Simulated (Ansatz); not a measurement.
Level of theory: Ansatz, DFT PBE, scalar-relativistic, plane waves, PAW. All cells share a 420 eV cutoff and Γ-centred k meshes spaced at most about 0.3 Å⁻¹ (about 0.25 or finer for metals, 2π included). No spin polarisation.

Each guess is relaxed in cell and atoms at zero pressure, on a coarse mesh first where it starts far from rest and then on a converged one. The steps can't lower the symmetry of the start, but it can rise. Energies are static (0 K, no zero-point motion).

Two unrelaxed guesses for Si3Ge2:

A.

```yaml
crystal:
  lattice:
    - [-1.43830, 1.43830, 10.17029]
    - [1.43830, -1.43830, 10.17029]
    - [1.43830, 1.43830, -10.17029]
  atoms:
    - { symbol: Si, position: [0.90000, 0.90000, 0.00000] }
    - { symbol: Si, position: [0.50000, 0.50000, 0.00000] }
    - { symbol: Si, position: [0.10000, 0.10000, 0.00000] }
    - { symbol: Ge, position: [0.70000, 0.70000, 0.00000] }
    - { symbol: Ge, position: [0.30000, 0.30000, 0.00000] }
```

B.

```yaml
crystal:
  lattice:
    - [1.43830, 0.83040, 11.74363]
    - [-1.43830, 0.83040, 11.74363]
    - [0.00000, -1.66080, 11.74363]
  atoms:
    - { symbol: Si, position: [0.50000, 0.50000, 0.50000] }
    - { symbol: Si, position: [0.30000, 0.30000, 0.30000] }
    - { symbol: Si, position: [0.70000, 0.70000, 0.70000] }
    - { symbol: Ge, position: [0.10000, 0.10000, 0.10000] }
    - { symbol: Ge, position: [0.90000, 0.90000, 0.90000] }
```

Problem. Which guess leads to the lower structure, and by how much?

Solution. B ends lower, by 136 meV/atom. A: I4/mmm at 16.8 Å³/atom → I4/mmm at 16.7 Å³/atom; B: R-3m at 16.8 Å³/atom → R-3m (anti-tetradymite type) at 17.9 Å³/atom. Counting Ge atoms around Si (those within 1.25 times the shortest such distance or 1.15 times the sum of covalent radii; the shortest distance is added where it is long for a bond; a slash parts the counts of unlike sites), the end of A has Si 2 from 3.6 Å/4 from 2.9 Å and the end of B has Si 3 from 2.7 Å/6. End of A. Conventional cell: a = 2.972 Å, c = 18.910 Å. Around Si on a site of symmetry 4mm lie 4 Si at 2.66 Å, 4 Ge at 2.86 Å, 4 Si at 2.97 Å and 1 Si at 3.27 Å; Si on a site of symmetry 4/mmm has 8 Si at 2.66 Å, 4 Si at 2.97 Å and 2 Ge at 3.57 Å; Ge is surrounded by 4 Si at 2.86 Å, 8 Ge at 2.97–3.13 Å and 1 Si at 3.57 Å. End of B. Conventional cell: a = 3.696 Å, c = 22.667 Å. Around Si on a site of symmetry -3m lie 6 Ge at 2.60 Å; around Si on a site of symmetry 3m lie 3 Si at 2.44 Å and 3 Ge at 2.73 Å; Ge has 6 Si at 2.60–2.73 Å.

Ends held by symmetry can be saddle points. Neither end is the lowest form computed: that has Si and Ge ordered on diamond sites, space group Imma (No. 74) and lies 0.32 eV/atom below the better end. Even the lowest of the cells shown lies +0.33 eV/atom against the elements. Some candidate types were left out of the draw beforehand, so a known form may be missing.
